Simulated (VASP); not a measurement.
Set up this calculation in VASP 6.6.1, as the native input.

* Task: relaxation of cell and atoms
* Functional: PBEsol
* Potentials or basis: VASP PAW PBE potentials, release 64 (Cu, Cl)
* Cutoff: 600 eV
* k mesh: 10 × 10 × 10
* Occupations: gaussian, width 0.03 eV
* Spin: no spin polarisation
* Further INCAR settings: ALGO = Normal; EDIFF = 1e-06; IBRION = 2; EDIFFG = -0.01; NSW = 90; ISIF = 3

The structure of CuCl (Nantokite) lies in POSCAR:

```
CuCl
1.0
    0.0000000000      2.7028500000      2.7028500000
    2.7028500000      0.0000000000      2.7028500000
    2.7028500000      2.7028500000      0.0000000000
Cu Cl
1 1
Direct
    0.0000000000      0.0000000000      0.0000000000
    0.2500000000      0.2500000000      0.2500000000
```

These files were run (other wordings do the same):

INCAR

```
SYSTEM = CuCl
ALGO = Normal
EDIFF = 1E-6
EDIFFG = -0.01
ENCUT = 600
GGA = PS
IBRION = 2
ISIF = 3
ISMEAR = 0
LASPH = .True.
LCHARG = .False.
LREAL = .False.
LWAVE = .False.
NELM = 80
NSW = 90
PREC = Accurate
SIGMA = 0.03
```

KPOINTS

```
k-points
0
Gamma
  10 10 10
  0 0 0
```

Potentials or basis: VASP PAW PBE potentials, release 64 (Cu, Cl).

The run is started by

```bash
$ cat potpaw_PBE.64/Cu/POTCAR potpaw_PBE.64/Cl/POTCAR > POTCAR
$ mpirun -np 1 vasp_std > vasp.out
```

It gave:

The relaxed volume is 18.60 Å³/atom. The relaxed cell is a = 3.747 Å, b = 3.747 Å, c = 3.747 Å, α = 60.00°, β = 60.00°, γ = 60.00°. The space group after relaxing (to 0.05 Å) is F-43m (No. 216) and the energy gained by relaxing is 12.4 meV/atom. The ionic steps are 3. The pressure after relaxing is 0.0 GPa and the band gap on the k mesh is 0.55 eV, direct.

Caveat: the PAW data sets were made with another functional, which shifts forces and pressure a little.

It took 24 s on 1 thread of Intel(R) Xeon(R) 6975P-C (Granite Rapids) (shared host), peak memory 0.19 GiB.
